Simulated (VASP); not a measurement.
Write the native input for VASP 6.6.1 that does the following.

| Item | Value |
| --- | --- |
| Task | relaxation of cell and atoms |
| Functional | PBEsol |
| Potentials or basis | VASP PAW PBE potentials, release 64 (Sb) |
| Cutoff | 600 eV |
| k mesh | 6 × 4 × 4 |
| Occupations | gaussian, width 0.1 eV |
| Spin | no spin polarisation |
| Further INCAR settings | ALGO = Normal; EDIFF = 1e-07; IBRION = 2; EDIFFG = -0.005; NSW = 90; ISIF = 3 |

The structure of Sb lies in POSCAR:

```
Sb
1.0
    3.1224020000      0.0000000000      0.0000000000
    0.0000000000      4.3475180000      0.0000000000
   -0.0389150000      0.0000000000      4.4058520000
Sb
2
Direct
    0.9886110000      0.7500000000      0.7588340000
    0.0113890000      0.2500000000      0.2411660000
```

This isn't the form of Sb at room conditions, which is rhombohedral.

The input as run:

INCAR

```
PREC = Accurate
ENCUT = 600
EDIFF = 1E-7
ISMEAR = 0
SIGMA = 0.1
LREAL = F
LASPH = T
NELM = 60
ALGO = Normal
ISIF = 3
LWAVE = F
LCHARG = F
GGA = PS
IBRION = 2
NSW = 90
EDIFFG = -0.005
```

KPOINTS

```
Automatic mesh
0
Gamma
  6 4 4
```

Potentials or basis: VASP PAW PBE potentials, release 64 (Sb).

The run is started by

```bash
$ cat potpaw_PBE.64/Sb/POTCAR > POTCAR
$ mpirun -np 1 vasp_std > vasp.out
```

It gave:

* Relaxed volume: 29.06 Å³/atom
* Relaxed cell: a = 3.025 Å, b = 4.361 Å, c = 4.407 Å, α = 90.00°, β = 90.23°, γ = 90.00°
* Space group after relaxing (to 0.05 Å): Pmma (No. 51)
* Energy gained by relaxing: 19.5 meV/atom
* Ionic steps: 21
* Pressure after relaxing: 0.0 GPa
* Band gap on the k mesh: none (metal or under the smearing width)

Caveat: the k mesh is coarse (spacing up to 0.36 Å⁻¹), so the values aren't converged; the PAW data sets were made with another functional, which shifts forces and pressure a little.

It took 90 s on 1 thread of Intel(R) Xeon(R) 6975P-C (Granite Rapids), with other jobs on the host, peak memory 0.2 GiB.
